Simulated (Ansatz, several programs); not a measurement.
Li2O built on the antifluorite prototype, relaxed with r2SCAN in Ansatz (plane waves, PAW): space group Fm-3m (No. 225), cubic; a = 4.573 Å in the conventional setting, 7.97 Å³ an atom. O has 8 Li at 1.98 Å; Li has 4 O at 1.98 Å. The cell was then scaled with its shape and fractional coordinates held. Calculated for a static, non-magnetic cell.

```tsv
V (Å³/atom)	E (meV/atom)
7.490	8.65
7.968	0.00
8.207	1.84
8.446	7.07
```

(1) Pass a cubic E = c₀ + c₁u + c₂u² + c₃u³, with u = V − 8.028 Å³, through these points.

(2) Where is the minimum, and what bulk modulus follows?

(3) Predict the energy and the pressure at the withheld volume, 7.729 Å³.

## Answers

(1) c₀ = 0.11, c₁ = +3.910, c₂ = 33.214, c₃ = -6.5925 (meV and Å³).

(2) dE/du = 0 at u = -0.058, so V₀ = 7.97 Å³. B = V₀ d²E/dV² = 7.97 × (2c₂ + 6c₃u) = 7.97 × 68.717 = 548 meV/Å³, and 1 meV/Å³ is 0.16022 GPa: 88 GPa. A third-order Birch-Murnaghan fit to all five points gives 7.97 Å³ and 87 GPa.

(3) With u = -0.299: E ≈ 2.09 meV and P = −dE/dV ≈ +2.84 GPa. The run gives 2.06 meV and, from its stress, +2.82 GPa.
